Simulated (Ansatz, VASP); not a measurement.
Given: the input of a run of Ansatz 0.2.0 on MoS2.

input.yaml

```yaml
crystal:
  lattice:
    - [3.2052136244, 0.0, 0.0]
    - [-1.6026068122, 2.7757964233, 0.0]
    - [0.0, 0.0, 17.4494019708]
  atoms:
    - { symbol: Mo, position: [0.0, 0.0, 0.0] }
    - { symbol: S, position: [0.3333333333, 0.6666666667, 0.91050702] }
    - { symbol: S, position: [0.3333333333, 0.6666666667, 0.08949298] }
kpoints:
  mp_grid: { grid: [10, 10, 2] }
scf:
  occupations: { method: fermi_dirac, width: 0.05 }
hamiltonian:
  xc: pbe
  pseudopotentials: { kind: all_electron, lapw: { basis_error: 0.001 } }
output:
  forces: true
  stress: true
  eigenvalues: true
```

Potentials or basis: all-electron LAPW, scalar-relativistic.

Command:

```bash
$ ansatz run input.yaml --threads 2 --pin off --max-ram 6144MiB --backend cpu --events-out ev --progress --plain --runs-dir out
```

Problem. Set up the same calculation for VASP 6.6.1. Potentials there: VASP PAW PBE potentials, release 64 (Mo_sv, S).

Solution. As run (the cutoff follows the program's own potentials):

The input INCAR:

```
PREC     = Accurate       # precision mode
ENCUT    = 520            # plane-wave cutoff, eV
EDIFF    = 1E-6           # SCF threshold, eV
ISMEAR   = -1             # smearing method
SIGMA    = 0.05           # smearing width, eV
LREAL    = F              # projectors in reciprocal space
LASPH    = T              # aspherical terms in the spheres
NELM     = 100            # most SCF steps
ALGO     = Normal         # electronic algorithm
ISIF     = 2              # what is computed and relaxed
LWAVE    = F              # write WAVECAR
LCHARG   = F              # write CHGCAR
GGA      = PE             # functional
NBANDS   = 20             # bands
```

File KPOINTS:

```
regular mesh
0
Gamma
  10 10 2
```

The input POSCAR:

```
MoS2
1.0
    3.2052136244      0.0000000000      0.0000000000
   -1.6026068122      2.7757964233      0.0000000000
    0.0000000000      0.0000000000     17.4494019708
Mo S
1 2
Direct
    0.0000000000      0.0000000000      0.0000000000
    0.3333333333      0.6666666667      0.9105070200
    0.3333333333      0.6666666667      0.0894929800
```

Potentials or basis: VASP PAW PBE potentials, release 64 (Mo_sv, S).

Run with:

```bash
$ cat potpaw_PBE.64/Mo_sv/POTCAR potpaw_PBE.64/S/POTCAR > POTCAR
$ mpirun -np 1 vasp_std > vasp.out
```

Both were run:

|  | VASP | Ansatz | Ansatz less VASP |
| --- | --- | --- | --- |
| gap on the k mesh at the Fermi level (eV) | 1.69 | 1.68 | -0.009 |
| least direct gap on the mesh (eV) | 1.87 | 1.87 | -0.003 |
| rms of the force components (eV/Å) | 0.054 | 0.048 | -0.0057 |

Atom by atom the forces differ by 0.006 eV/Å (rms over components). Ansatz ran all-electron here, so the differences hold the error of VASP's frozen core and of both bases.
